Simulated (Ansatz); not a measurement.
Runs of Ansatz 0.2.0 on TiSi2. The structure is orthorhombic, space group Immm (No. 71). Conventional cell: a = 2.946 Å, b = 3.424 Å, c = 8.424 Å, α = 90.00°, β = 90.00°, γ = 90.00°. Ti (site symmetry mmm) has 10 Si at 2.67 to 2.78 Å and 2 Ti at 2.95 Å as nearest neighbours. Around Si (site symmetry mm2) lie 7 Si at 2.63 to 2.95 Å and 5 Ti at 2.67 to 2.78 Å. The cell comes from a database or a generator and needn't be the stable form of this composition.

```csv
level,cutoff (eV),gap on the mesh (eV),pressure (GPa),relaxed volume (Å³/atom)
r2SCAN,500,none,0.0,13.93
RPBE,420,none,0.0,14.45
PBEsol,420,none,0.0,13.81
revPBE,420,none,0.0,14.39
LDA,420,none,0.0,(b)
BLYP,420,none,0.0,(a)
```

Alike in all rows: task relaxation of cell and atoms; potentials or basis Ansatz PAW; no spin polarisation; cell relaxed; k mesh 12 × 12 × 12; smearing fermi-dirac 0.05 eV.

Estimate the missing entries.

(a) 15.02; (b) 13.52.

Caveats: the plane-wave basis is chosen anew once the cell has moved, so the energies of steps on either side of that aren't comparable; the PAW data sets come from PBE, with cores solved anew for the run's functional, which leaves a small shift of forces and pressure.

A gap of «none» marks a metal or a gap under the smearing width.

Runs at the PBE level aren't shown here.
